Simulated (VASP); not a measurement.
CdTe:

```
Cd Te
1.0
     0.00000    3.20500    3.20500
     3.20500    0.00000    3.20500
     3.20500    3.20500    0.00000
Cd Te
1 1
Cartesian
  0.0000 0.0000 0.0000
  1.6025 1.6025 1.6025
```

| Property | Result |
| --- | --- |
| Program | VASP 6.6.1 |
| Task | relaxation of cell and atoms |
| Functional | PBEsol |
| Potentials or basis | VASP PAW PBE potentials, release 64 (Cd, Te) |
| Cutoff | 600 eV |
| k mesh | 8 × 8 × 8 |
| Occupations | gaussian, width 0.03 eV |
| Spin | no spin polarisation |

At the start: pressure 1.8 GPa; volume 32.92 Å³/atom.

How do energy, volume and symmetry change on relaxing?

Over 3 steps the energy falls by 7.3 meV/atom and the volume is 34.26 Å³/atom (+4.1 %); space group F-43m (No. 216, to 0.05 Å).

Step by step:
| step | energy change (eV) | largest force (eV/Å) | pressure (GPa) | volume (Å³) |
| --- | --- | --- | --- | --- |
| 1 | 0.0000 | 0.0000 | 1.81 | 65.84 |
| 2 | -0.0129 | 0.0000 | -0.54 | 69.46 |
| 3 | -0.0145 | 0.0000 | 0.00 | 68.52 |

Final structure:
```cif
data_structure
_symmetry_space_group_name_H-M 'P 1'
_symmetry_Int_Tables_number 1
_cell_length_a 4.5931
_cell_length_b 4.5931
_cell_length_c 4.5931
_cell_angle_alpha 60.000
_cell_angle_beta 60.000
_cell_angle_gamma 60.000
_cell_volume 68.52
loop_
_atom_site_label
_atom_site_type_symbol
_atom_site_fract_x
_atom_site_fract_y
_atom_site_fract_z
_atom_site_occupancy
Cd1 Cd 0.00000 0.00000 0.00000 1
Te1 Te 0.25000 0.25000 0.25000 1
```

Caveat: the PAW data sets were made with another functional, which shifts forces and pressure a little.
